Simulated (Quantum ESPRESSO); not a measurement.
**KBr: equation of state with PBE**

Crystal: KBr.

```
CELL_PARAMETERS angstrom
4.04350 0.00000 0.00000
0.00000 4.04350 0.00000
0.00000 0.00000 4.04350
ATOMIC_POSITIONS crystal
Br 0.50000 0.50000 0.50000
K 0.00000 0.00000 0.00000
```

Measurements of this composition are mostly on another form, of space group No. 225.

```
Program             : Quantum ESPRESSO 7.5
Task                : equation of state
Functional          : PBE
Potentials or basis : SSSP 1.3 efficiency PBE
Cutoff              : 816 eV
Density cutoff      : 6531 eV
k mesh              : 7 × 7 × 7
Occupations         : fermi-dirac, width 0.05 eV
Spin                : no spin polarisation
```

```json
{
  "Equilibrium volume": "32.93 Å³/atom",
  "Bulk modulus": "15.7 GPa",
  "Pressure derivative of the bulk modulus": "4.9"
}
```

Energy against volume, from the lowest point:
```
volume (Å³/atom)  energy (meV/atom)
          31.072               5.75
          31.733               2.28
          32.394               0.42
          33.055               0.00
          33.716               0.84
          34.378               2.82
          35.039               5.80
```

All runs of the series together: 3.6 min on 1 thread of Arm Neoverse V1, on a shared host.
